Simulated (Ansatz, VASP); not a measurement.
# One calculation of SnSe, two programs

```
Sn Se
1.0
     0.00000    3.01000    3.01000
     3.01000    0.00000    3.01000
     3.01000    3.01000    0.00000
Sn Se
1 1
Cartesian
  0.0000 -0.0442 -0.0442
  3.0100 3.0100 3.0100
```

Change from the starting cell: all Sn atoms moved +0.062 Å, as atom 1 towards its neighbour atom 1 (Sn) at 4.257 Å.

Alike in both runs: task single point; functional LDA; k mesh 8 × 8 × 8; occupations gaussian, width 0.05 eV; no spin polarisation.

|  | VASP | Ansatz |
| --- | --- | --- |
| version | VASP 6.6.1 | Ansatz 0.2.0 |
| potentials or method | VASP PAW LDA potentials, release 64 (Sn_d, Se) | scalar-relativistic, plane waves, PAW |
| plane-wave cutoff (eV) | 520 | 420 |
| valence electrons in the cell | 20 | 30 |

|  | VASP | Ansatz | Ansatz less VASP |
| --- | --- | --- | --- |
| gap on the k mesh at the Fermi level (eV) | 0.62 | 0.60 | -0.019 |
| least direct gap on the mesh (eV) | 0.62 | 0.60 | -0.019 |
| pressure (GPa) | -3.2 | -3.3 | -0.08 |
| rms of the force components (eV/Å) | 0.007 | 0.009 | +0.0019 |

Atom by atom the forces differ by 0.002 eV/Å (rms over components). The two sets of potentials don't hold the same shells in valence.

Caveats: spin-orbit coupling is left out, which moves the levels of the heavy elements. A k mesh can miss the band edges.
